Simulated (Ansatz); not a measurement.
# ZnSnP2: the cell at several levels of theory

The task here is to estimate one member of a computed series from the others.

Code: Ansatz 0.2.0. PAW datasets, plane waves, zero pressure. The values are computed, spin-unpolarised, and not measurements.

**The cell**

It is tetragonal, I-42d (No. 122); conventional cell a = 5.648 Å, c = 11.324 Å, 22.57 Å³ an atom. Zn has 4 P at 2.38 Å; Sn has 4 P at 2.52 Å; P has 2 Zn at 2.38 Å and 2 Sn at 2.52 Å.

Structure file:

```
CELL_PARAMETERS angstrom
-2.82375 2.82375 5.66217
2.82375 -2.82375 5.66217
2.82375 2.82375 -5.66217
ATOMIC_POSITIONS crystal
Zn 0.75000 0.25000 0.50000
Zn 0.00000 0.00000 0.00000
Sn 0.25000 0.75000 0.50000
Sn 0.50000 0.50000 0.00000
P 0.37500 0.35362 0.47862
P 0.64638 0.12500 0.02138
P 0.10362 0.62500 0.97862
P 0.87500 0.89638 0.52138
```

Set-up of the first run:

File input.yaml:

```yaml
crystal:
  lattice:
    - [-2.823750704, 2.823750704, 5.6621699048]
    - [2.823750704, -2.823750704, 5.6621699048]
    - [2.823750704, 2.823750704, -5.6621699048]
  atoms:
    - { symbol: Zn, position: [0.75, 0.25, 0.5] }
    - { symbol: Zn, position: [0.0, 0.0, 0.0] }
    - { symbol: Sn, position: [0.25, 0.75, 0.5] }
    - { symbol: Sn, position: [0.5, 0.5, 0.0] }
    - { symbol: P, position: [0.375, 0.35362308, 0.47862308] }
    - { symbol: P, position: [0.64637692, 0.125, 0.02137692] }
    - { symbol: P, position: [0.10362308, 0.625, 0.97862308] }
    - { symbol: P, position: [0.875, 0.89637692, 0.52137692] }
kpoints:
  mp_grid: { grid: [6, 6, 6] }
hamiltonian:
  xc: pbe
scf:
  occupations: { method: fermi_dirac, width: 0.02 }
relax:
  f_tol: 0.005
  cell: {}
```

On the command line:

```bash
$ ansatz run input.yaml --threads 8 --pin off --max-ram 20275MiB --backend cpu --events-out ev --progress --plain --runs-dir out
```

Among the steps run: Relaxation with PBE; r2SCAN: cell and atoms; Relaxation with PBEsol; Relaxation with LDA.

One of the session's tables, all rows but one given; the rest of the session is left out.

| level | a (Å) | c (Å) | volume (Å³/atom) |
| --- | --- | --- | --- |
| PBE | 5.702 | 11.434 | 23.236 |
| r2SCAN | ? | ? | ? |
| PBEsol | 5.621 | 11.283 | 22.284 |
| LDA | 5.571 | 11.187 | 21.699 |

Q: Estimate the row for r2SCAN from the others.

The run gave: a (Å): 5.650; c (Å): 11.327; volume (Å³/atom): 22.603. In the column «a (Å)» it lies between PBEsol (5.621) and PBE (5.702).

**Reading.** From the start to the first minimum the volume moved by +2.9 %. The volume runs from LDA (least) to PBE (most), a spread of 7.1 %, or 2.3 % in length if all axes shared it alike.
